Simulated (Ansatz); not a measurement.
# WC: the cost of one run

Method: DFT PBE, scalar-relativistic, in Ansatz 0.2.0.

2 further runs of the same task are left out: 2 that didn't finish.

## 1. The structure to begin with

It takes space group P-6m2 (No. 187, hexagonal). Conventional cell: a = 2.901 Å, b = 2.901 Å, c = 2.829 Å, α = 90.00°, β = 90.00°, γ = 120.00°. W (site symmetry -6m2) is surrounded by 6 C at 2.19 Å. Around C (site symmetry -6m2) lie 6 W at 2.19 Å.

Structure file:

```xyz
2
Lattice="2.9005 0.0000 0.0000 -1.4503 2.5119 0.0000 0.0000 0.0000 2.8290" Properties=species:S:1:pos:R:3 pbc="T T T"
W     0.0000    0.0000    0.0000
C     1.4503    0.8373    1.4145
```

Atoms are numbered in the order of the input: W1, C2.

## 2. The deformed structure

Space group P-6m2 before, P1 after.

## 3. Full-potential LAPW

The input, input.yaml:

```yaml
crystal:
  lattice:
    - [2.900501436, 0.0290050144, 0.0290050144]
    - [-1.4251316387, 2.4974054201, 0.0106165721]
    - [0.02829, 0.02829, 2.829]
  atoms:
    - { symbol: W, position: [0.0, 0.0, 0.0] }
    - { symbol: C, position: [0.6666666667, 0.3333333333, 0.5] }
kpoints:
  mp_grid: { grid: [13, 13, 12] }
  band_path:
    path:
      - [0.0, 0.0, 0.0]
      - [0.0, -0.5, 0.0]
      - [0.0, 0.0, 0.5]
      - [0.0, 0.0, 0.0]
      - [-0.5, 0.0, 0.0]
      - [-0.5, 0.5, -0.5]
      - [0.0, 0.0, 0.0]
      - [-0.5, 0.0, -0.5]
      - [-0.5, 0.5, 0.0]
    npoints: 5
scf:
  occupations: { method: fermi_dirac, width: 0.05 }
hamiltonian:
  xc: pbe
  pseudopotentials: { kind: all_electron, lapw: { basis_error: 0.001 } }
output:
  forces: true
  stress: true
  eigenvalues: true
```

On the command line:

```bash
ansatz run input.yaml --threads 1 --pin off --max-ram 3072MiB --backend cpu --events-out ev --progress --plain --runs-dir out
```

What time and memory should one allow on 1 thread of Intel Xeon Platinum 8488C (Sapphire Rapids), shared host?

About 5.6 min, with a peak of 1.9 GiB.
